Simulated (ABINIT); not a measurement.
# CdTe (F-43m) in ABINIT: a series of runs

The runs below take CdTe through single point, with LDA, PBEsol, PBE.

All numbers are computed with ABINIT 10.8.3 (patched build); they aren't measurements. Logs are shortened: lines on timing, memory, paths and dates and some standing lists are left out, and cuts for length are marked. The log counts tension as positive stress, the text compression.

**Experimental background.**

From a printed reference work, data compilation, for a bulk crystal of CdTe at 0 K: band gap 1.607 eV.

How close the calculation comes is told below.

## Step 1: The crystal as given

Symmetry: F-43m, No. 216, cubic system. The conventional cell has a = 6.410 Å, b = 6.410 Å, c = 6.410 Å, α = 90.00°, β = 90.00°, γ = 90.00°. Te (site symmetry -43m) is surrounded by 4 Cd at 2.78 Å. Cd (site symmetry -43m) is surrounded by 4 Te at 2.78 Å.

## Step 2: Single point, LDA

The input, run.abi:

```
# Pseudopotentials
pp_dirpath "./"
pseudos "Te.LDA_PW-JTH.xml, Cd.LDA_PW-JTH.xml"

# Structure
acell 8.5652865883 8.5652865883 8.5652865883
rprim
     0.0000000000     0.7071067812     0.7071067812
     0.7071067812     0.0000000000     0.7071067812
     0.7071067812     0.7071067812     0.0000000000
ntypat 2
znucl 52 48
natom 2
typat 1 2
xred
     0.7500000000     0.7500000000     0.7500000000
     0.0000000000     0.0000000000     0.0000000000

# Plane-wave basis
ecut 17.0
pawecutdg 34.0

# k points
kptopt 1
ngkpt 6 6 6
nshiftk 1
shiftk 0.0 0.0 0.0

# Exchange and correlation
ixc 7

# Bands and occupations
nband 13
occopt 3
tsmear 0.00183747

# SCF cycle
nstep 100
tolvrs 1.0e-9

# Output
iomode 3
prtwf 0
prtden 0
prteig 0
prtebands 0
enunit 1
```

Potentials or basis: JTH PAW LDA v2.0.

Command:

```console
$ abinit run.abi > log 2>&1
```

run.abo:

```text
.Version 10.8.3 of ABINIT
 Symmetries : space group F-4 3 m (#216); Bravais cF (face-center cubic)
================================================================================
 Values of the parameters that define the memory need of the present run
     intxc =       0    ionmov =       0      iscf =      17    lmnmax =      18
     lnmax =       6     mgfft =      32  mpssoang =       3    mqgrid =    3001
     natom =       2  nloc_mem =       2    nspden =       1   nspinor =       1
    nsppol =       1      nsym =      24    n1xccc =       1    ntypat =       2
    occopt =       3   xclevel =       1
       mpw =        1498          nfft =       32768          nkpt =          16
 PAW method is used; the additional fine FFT grid is defined by:
   mgfftf=        48    nfftf =    110592
================================================================================
================================================================================

--------------------------------------------------------------------------------
------------- Echo of variables that govern the present computation ------------
--------------------------------------------------------------------------------
 -outvars: echo values of preprocessed input variables --------
            acell      8.5652865883E+00  8.5652865883E+00  8.5652865883E+00 Bohr
              amu      1.27600000E+02  1.12411000E+02
             ecut      1.70000000E+01 Hartree
           enunit           1
              ixc           7
         kptrlatt        6    0    0      0    6    0      0    0    6
          kptrlen      5.13917195E+01
            natom           2
            nband          13
            ngfft          32      32      32
          ngfftdg          48      48      48
             nkpt          16
            nstep         100
             nsym          24
           ntypat           2
           occopt           3
        pawecutdg      3.40000000E+01 Hartree
           prtden           0
        prtebands           0
           prteig           0
            prtwf           0
            rprim      0.0000000000E+00  7.0710678120E-01  7.0710678120E-01
                       7.0710678120E-01  0.0000000000E+00  7.0710678120E-01
                       7.0710678120E-01  7.0710678120E-01  0.0000000000E+00
          spgroup         216
           tolvrs      1.00000000E-09
           tsmear      1.83747000E-03 Hartree
            typat      1  2
           useylm           1
           xangst      4.8074999968E+00  4.8074999968E+00  4.8074999968E+00
                       0.0000000000E+00  0.0000000000E+00  0.0000000000E+00
            xcart      9.0848583443E+00  9.0848583443E+00  9.0848583443E+00
                       0.0000000000E+00  0.0000000000E+00  0.0000000000E+00
             xred      7.5000000000E-01  7.5000000000E-01  7.5000000000E-01
                       0.0000000000E+00  0.0000000000E+00  0.0000000000E+00
            znucl       52.00000   48.00000

================================================================================

 chkinp: Checking input parameters for consistency.

================================================================================
== DATASET  1 ==================================================================

--- !DatasetInfo
iteration_state: {dtset: 1, }
dimensions: {natom: 2, nkpt: 16, mband: 13, nsppol: 1, nspinor: 1, nspden: 1, mpw: 1498, }
cutoff_energies: {ecut:  17.0, pawecutdg:  34.0, }
electrons: {nelect:   1.80000000E+01, charge:   0.00000000E+00, occopt:   3.00000000E+00, tsmear:   1.83747000E-03, }
meta: {optdriver: 0, ionmov: 0, optcell: 0, iscf: 17, paral_kgb: 0, }
...

 Exchange-correlation functional for the present dataset will be:
  LDA: Perdew-Wang 92 LSD fit to Ceperley-Alder data - ixc=7
  J.P.Perdew and Y.Wang, PRB 45, 13244 (1992)

 Real(R)+Recip(G) space primitive vectors, cartesian coordinates (Bohr,Bohr^-1):
 R(1)=  0.0000000  6.0565722  6.0565722  G(1)= -0.0825549  0.0825549  0.0825549
 R(2)=  6.0565722  0.0000000  6.0565722  G(2)=  0.0825549 -0.0825549  0.0825549
 R(3)=  6.0565722  6.0565722  0.0000000  G(3)=  0.0825549  0.0825549 -0.0825549
 Unit cell volume ucvol=  4.4433518E+02 bohr^3
 Angles (23,13,12)=  6.00000000E+01  6.00000000E+01  6.00000000E+01 degrees

 Coarse grid specifications (used for wave-functions):

 getcut: wavevector=  0.0000  0.0000  0.0000  ngfft=  32  32  32
         ecut(hartree)=     17.000   => boxcut(ratio)=   2.01288

 Fine grid specifications (used for densities):

 getcut: wavevector=  0.0000  0.0000  0.0000  ngfft=  48  48  48
         ecut(hartree)=     34.000   => boxcut(ratio)=   2.13498

--- Pseudopotential description ------------------------------------------------
- pspini: atom type   1  psp file is ./Te.LDA_PW-JTH.xml
 Pseudopotential format is: paw10
 basis_size (lnmax)=  4 (lmn_size=  8), orbitals=   0   0   1   1
 Spheres core radius: rc_sph= 2.31107438
 Shapefunction is SIN type: shapef(r)=[sin(pi*r/rshp)/(pi*r/rshp)]**2
 Radius for shape functions =  2.10488624
 Compensation charge density is not taken into account in XC energy/potential

- pspini: atom type   2  psp file is ./Cd.LDA_PW-JTH.xml
 Pseudopotential format is: paw10
 basis_size (lnmax)=  6 (lmn_size= 18), orbitals=   0   0   1   1   2   2
 Spheres core radius: rc_sph= 2.50233826
 Shapefunction is BESSEL type: shapef(r,l)=aa(1,l)*jl(q(1,l)*r)+aa(2,l)*jl(q(2,l)*r)
 Radius for shape functions =  2.31074885
 Compensation charge density is not taken into account in XC energy/potential

   2.40960739E+03                                ecore*ucvol(ha*bohr**3)
--------------------------------------------------------------------------------

[... 7 lines left out ...]

     iter   Etot(hartree)      deltaE(h)  residm     nres2
 ETOT  1  -56.061328591718    -5.606E+01 1.452E-01 1.908E+00
 ETOT  2  -56.135297168489    -7.397E-02 2.295E-02 2.958E-01
 ETOT  3  -56.134794736886     5.024E-04 1.628E-03 6.726E-02
 ETOT  4  -56.135113398761    -3.187E-04 1.598E-03 1.420E-02
 ETOT  5  -56.135280621477    -1.672E-04 1.835E-03 4.003E-04
 ETOT  6  -56.135336040290    -5.542E-05 1.915E-03 4.341E-05
 ETOT  7  -56.135357347539    -2.131E-05 1.182E-03 2.451E-05
 ETOT  8  -56.135365230826    -7.883E-06 6.204E-04 3.021E-06
 ETOT  9  -56.135368638875    -3.408E-06 3.141E-04 1.043E-06
 ETOT 10  -56.135370086781    -1.448E-06 1.930E-04 1.211E-07
 ETOT 11  -56.135370733354    -6.466E-07 9.116E-05 3.327E-07
 ETOT 12  -56.135371029219    -2.959E-07 6.391E-05 3.049E-08
 ETOT 13  -56.135371167349    -1.381E-07 3.729E-05 4.143E-08
 ETOT 14  -56.135371232878    -6.553E-08 3.716E-05 9.405E-10

 At SCF step   14       nres2   =  9.41E-10 < tolvrs=  1.00E-09 =>converged.

 Cartesian components of stress tensor (hartree/bohr^3)
  sigma(1 1)=  6.21820239E-06  sigma(3 2)=  0.00000000E+00
  sigma(2 2)=  6.21820239E-06  sigma(3 1)=  0.00000000E+00
  sigma(3 3)=  6.21820239E-06  sigma(2 1)=  0.00000000E+00

--- !ResultsGS
iteration_state: {dtset: 1, }
comment   : Summary of ground state results
lattice_vectors:
- [  0.0000000,   6.0565722,   6.0565722, ]
- [  6.0565722,   0.0000000,   6.0565722, ]
- [  6.0565722,   6.0565722,   0.0000000, ]
lattice_lengths: [   8.56529,    8.56529,    8.56529, ]
lattice_angles: [ 60.000,  60.000,  60.000, ] # degrees, (23, 13, 12)
lattice_volume:   4.4433518E+02
convergence: {deltae: -6.553E-08, res2:  9.405E-10, residm:  3.716E-05, diffor: null, }
etotal    :  -5.61353712E+01
entropy   :   0.00000000E+00
fermie    :  -8.82722762E-02
cartesian_stress_tensor: # hartree/bohr^3
- [  6.21820239E-06,   0.00000000E+00,   0.00000000E+00, ]
- [  0.00000000E+00,   6.21820239E-06,   0.00000000E+00, ]
- [  0.00000000E+00,   0.00000000E+00,   6.21820239E-06, ]
pressure_GPa:  -1.8295E-01
xred      :
- [  7.5000E-01,   7.5000E-01,   7.5000E-01, Te]
- [  0.0000E+00,   0.0000E+00,   0.0000E+00, Cd]
cartesian_forces: # hartree/bohr
- [ -0.00000000E+00,  -0.00000000E+00,  -0.00000000E+00, ]
- [ -0.00000000E+00,  -0.00000000E+00,  -0.00000000E+00, ]
force_length_stats: {min:   0.00000000E+00, max:   0.00000000E+00, mean:   0.00000000E+00, }
...

 Integrated electronic density in atomic spheres:
 ------------------------------------------------
 Atom  Sphere_radius  Integrated_density
    1        2.31107          3.18461838
    2        2.50234         10.49094030

================================================================================

 ----iterations are completed or convergence reached----

 Mean square residual over all n,k,spin=   83.410E-08; max=  37.158E-06
 reduced coordinates (array xred) for    2 atoms
       0.750000000000      0.750000000000      0.750000000000
       0.000000000000      0.000000000000      0.000000000000
 rms dE/dt=  0.0000E+00; max dE/dt=  0.0000E+00; dE/dt below (all hartree)
    1       0.000000000000      0.000000000000      0.000000000000
    2       0.000000000000      0.000000000000      0.000000000000

 cartesian coordinates (angstrom) at end:
    1      4.80749999680422     4.80749999680422     4.80749999680422
    2      0.00000000000000     0.00000000000000     0.00000000000000

 cartesian forces (hartree/bohr) at end:
    1     -0.00000000000000    -0.00000000000000    -0.00000000000000
    2     -0.00000000000000    -0.00000000000000    -0.00000000000000
 frms,max,avg= 0.0000000E+00 0.0000000E+00   0.000E+00  0.000E+00  0.000E+00 h/b

 cartesian forces (eV/Angstrom) at end:
    1     -0.00000000000000    -0.00000000000000    -0.00000000000000
    2     -0.00000000000000    -0.00000000000000    -0.00000000000000
 frms,max,avg= 0.0000000E+00 0.0000000E+00   0.000E+00  0.000E+00  0.000E+00 e/A
 length scales=  8.565286588300  8.565286588300  8.565286588300 bohr
              =  4.532554464307  4.532554464307  4.532554464307 angstroms
 Fermi (or HOMO) energy (eV) =  -2.40201   Average Vxc (eV)=  -8.87331
 Eigenvalues (   eV  ) for nkpt=  16  k points:
 kpt#   1, nband= 13, wtk=  0.00463, kpt=  0.0000  0.0000  0.0000 (reduced coord)
 -14.21220  -11.11840  -11.11840  -11.11840  -10.82950  -10.82950   -2.73580   -2.73580
  -2.73580   -2.12519    1.78746    1.78746    1.78747
 prteigrs : prtvol=0 or 1, do not print more k-points.

--- !EnergyTerms
iteration_state     : {dtset: 1, }
comment             : Components of total free energy in Hartree
kinetic             :  1.52948996368477E+01
hartree             :  1.55460316355216E+01
xc                  : -7.30147815568119E+00
Ewald energy        : -3.88319464119101E+01
psp_core            :  5.42294985425077E+00
local_psp           : -4.58954133745743E+01
PAW spherical_terms : -3.70402822991299E-01
internal            : -5.61353596385368E+01
'-kT*entropy'       : -9.62136747312923E-07
total_energy        : -5.61353606006735E+01
total_energy_eV     : -1.52752097936235E+03
...

--- !EnergyTermsDC
iteration_state     : {dtset: 1, }
comment             : '"Double-counting" decomposition of free energy'
band_energy         : -6.11881257460156E+00
Ewald energy        : -3.88319464119101E+01
psp_core            :  5.42294985425077E+00
xc_dc               : -1.58754253847033E+01
PAW spherical_terms : -7.32135753777113E-01
internal            : -5.61353702707413E+01
'-kT*entropy'       : -9.62136747312923E-07
total_energy_dc     : -5.61353712328781E+01
total_energy_dc_eV  : -1.52752126867938E+03
...

--- !EnergyTermsWithPAWCore
iteration_state     : {dtset: 1, }
comment             : 'Components of total free energy, including PAW core contributions'
Total energy        : -1.23786783099122E+04
Total energy DC     : -1.23786783205444E+04
Total energy (eV)   : -3.36840996705767E+05
Total energy DC (eV): -3.36840996995084E+05
...

 Cartesian components of stress tensor (hartree/bohr^3)
  sigma(1 1)=  6.21820239E-06  sigma(3 2)=  0.00000000E+00
  sigma(2 2)=  6.21820239E-06  sigma(3 1)=  0.00000000E+00
  sigma(3 3)=  6.21820239E-06  sigma(2 1)=  0.00000000E+00

-Cartesian components of stress tensor (GPa)         [Pressure= -1.8295E-01 GPa]
- sigma(1 1)=  1.82945830E-01  sigma(3 2)=  0.00000000E+00
- sigma(2 2)=  1.82945830E-01  sigma(3 1)=  0.00000000E+00
- sigma(3 3)=  1.82945830E-01  sigma(2 1)=  0.00000000E+00

== END DATASET(S) ==============================================================
================================================================================

 -outvars: echo values of variables after computation  --------
            acell      8.5652865883E+00  8.5652865883E+00  8.5652865883E+00 Bohr
           etotal     -5.6135371233E+01
            fcart     -0.0000000000E+00 -0.0000000000E+00 -0.0000000000E+00
                      -0.0000000000E+00 -0.0000000000E+00 -0.0000000000E+00
            rprim      0.0000000000E+00  7.0710678120E-01  7.0710678120E-01
                       7.0710678120E-01  0.0000000000E+00  7.0710678120E-01
                       7.0710678120E-01  7.0710678120E-01  0.0000000000E+00
           strten      6.2182023872E-06  6.2182023872E-06  6.2182023872E-06
                       0.0000000000E+00  0.0000000000E+00  0.0000000000E+00
           xangst      4.8074999968E+00  4.8074999968E+00  4.8074999968E+00
                       0.0000000000E+00  0.0000000000E+00  0.0000000000E+00
             xred      7.5000000000E-01  7.5000000000E-01  7.5000000000E-01
                       0.0000000000E+00  0.0000000000E+00  0.0000000000E+00
 Calculation completed.
```

Wall time 12 s (1 thread of Arm Neoverse V1, shared host); peak memory 0.12 GiB.

What came out:

| Quantity | Value |
| --- | --- |
| Free energy | -1527.5213 eV |
| Band gap on the k mesh | 0.61 eV, direct |
| Valence electrons inside the program's atomic spheres | Te 3.18; Cd 10.49 |

Caveat: the cutoff is too short for stress, so the log's stress isn't used; spin-orbit coupling is left out, which moves the levels of the heavy elements.

[end of part 1 of 2]
